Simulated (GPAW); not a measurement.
The system is GaN.

```
CELL_PARAMETERS angstrom
3.21154 0.00000 0.00000
-1.60577 2.78127 0.00000
0.00000 0.00000 10.35684
ATOMIC_POSITIONS crystal
Ga 0.00000 0.00000 0.78587
Ga 0.66667 0.33333 0.03735
Ga 0.33333 0.66667 0.53735
Ga 0.00000 0.00000 0.28587
N 0.00000 0.00000 0.09304
N 0.66667 0.33333 0.34375
N 0.00000 0.00000 0.59304
N 0.33333 0.66667 0.84374
```

The cell is a database's computed one.

| Item | Value |
| --- | --- |
| Program | GPAW 26.7.0 |
| Task | relaxation of cell and atoms |
| Functional | revTPSS |
| Potentials or basis | GPAW PAW data sets (gpaw-data 1.2.1) |
| Cutoff | 800 eV |
| Basis | pw |
| k mesh | 6 × 6 × 2 |
| Occupations | fermi-dirac, width 0.05 eV |
| Spin | no spin polarisation |

At the start: pressure 2.6 GPa; volume 11.56 Å³/atom.

Question: Where does the relaxation end?

Answer: Over 14 steps the energy falls by 42.9 meV/atom and the volume is 11.18 Å³/atom (-3.3 %); space group P6_3mc (No. 186, to 0.05 Å).

The path:
```
step  energy change (eV)  largest force (eV/Å)  pressure (GPa)  volume (Å³)
   1              0.0000                0.9439            2.65        92.51
   2             -0.0414                0.8685            1.76        92.60
   3             -0.2382                0.3314           -7.21        93.46
   4             -0.2621                0.1961           -5.34        93.11
   5             -0.2733                0.1275           -4.86        92.83
   6             -0.3190                0.5088           -1.90        90.67
   7             -0.3298                0.4063           -1.40        90.24
   8             -0.3405                0.0843            0.11        89.35
   9             -0.3409                0.0492            0.24        89.34
  10             -0.3412                0.0174            0.35        89.32
  11             -0.3416                0.0296            0.33        89.33
  12             -0.3420                0.0450            0.22        89.37
  13             -0.3424                0.0530            0.09        89.42
  14             -0.3430                0.0334           -0.02        89.47
```

Final structure:
```
Ga N
1.0
     3.15330    0.00000    0.00000
    -1.57665    2.73084    0.00000
     0.00000    0.00000   10.39047
Ga N
4 4
Direct
  0.00000 0.00000 0.78146
  0.66667 0.33333 0.02177
  0.33333 0.66667 0.52177
  0.00000 0.00000 0.28146
  0.00000 0.00000 0.09405
  0.66667 0.33333 0.36251
  0.00000 0.00000 0.59405
  0.33333 0.66667 0.86251
```

Caveat: the k mesh is coarse; the data sets keep Ga 3d, Li 1s and Be 1s frozen, and some such compounds lay over 1.5 % in volume off other programs; later steps reuse the first step's grids; the PAW data sets were made with another functional, which shifts forces and pressure a little.
